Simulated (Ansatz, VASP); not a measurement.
Two plane-wave programs on Ru

The input INCAR:

```
PREC = Accurate ; ENCUT = 520
EDIFF = 1E-7 ; ISMEAR = 0
SIGMA = 0.15 ; LREAL = False
LASPH = True ; NELM = 80
ALGO = Normal ; ISIF = 2
LWAVE = False ; LCHARG = False
GGA = PE ; NBANDS = 13
```

File KPOINTS:

```
Automatic mesh
0
Gamma
  20 20 20
```

POSCAR

```
Ru
1.0
   -0.1333558828      1.7907789969      1.7907789969
    1.7907789969     -0.1333558828      1.7907789969
    1.7907789969      1.7907789969     -0.1333558828
Ru
1
Direct
    0.0000000000      0.0000000000      0.0000000000
```

Input for Ansatz:

```yaml
crystal:
  lattice:
    - [-0.1333558828, 1.7907789969, 1.7907789969]
    - [1.7907789969, -0.1333558828, 1.7907789969]
    - [1.7907789969, 1.7907789969, -0.1333558828]
  atoms:
    - { symbol: Ru, position: [0.0, 0.0, 0.0] }
basis:
  ecutwfc: 420
kpoints:
  mp_grid: { grid: [20, 20, 20] }
hamiltonian:
  xc: pbe
scf:
  occupations: { method: gaussian, width: 0.15 }
output:
  forces: true
  stress: true
  eigenvalues: true
```

Change from the starting cell: equal engineering shear yz, xz and xy -0.0700, equal normal strain along x, y and z -0.0250.

Alike in both runs: task single point; functional PBE; k mesh 20 × 20 × 20; occupations gaussian, width 0.15 eV; no spin polarisation.

|  | VASP | Ansatz |
| --- | --- | --- |
| version | VASP 6.6.1 | Ansatz 0.2.0 |
| potentials or method | VASP PAW PBE potentials, release 64 (Ru_pv) | scalar-relativistic, plane waves, PAW |
| plane-wave cutoff (eV) | 520 | 420 |
| valence electrons in the cell | 14 | 16 |

```tsv
	VASP	Ansatz	Ansatz less VASP
gap on the k mesh at the Fermi level (eV)	none	none	-
pressure (GPa)	35.4	35.3	-0.07
largest component of the traceless stress (GPa)	22.14	22.12	-0.013
```

A gap of «none» marks a metal or a gap that the smearing closes. The functional is the same, so the differences come from potentials, cutoffs and numerics. The two sets of potentials don't hold the same shells in valence.

Caveats: so large a pressure means that the cell lies far from this level's equilibrium, or that cutoff or potentials fall short (VASP).
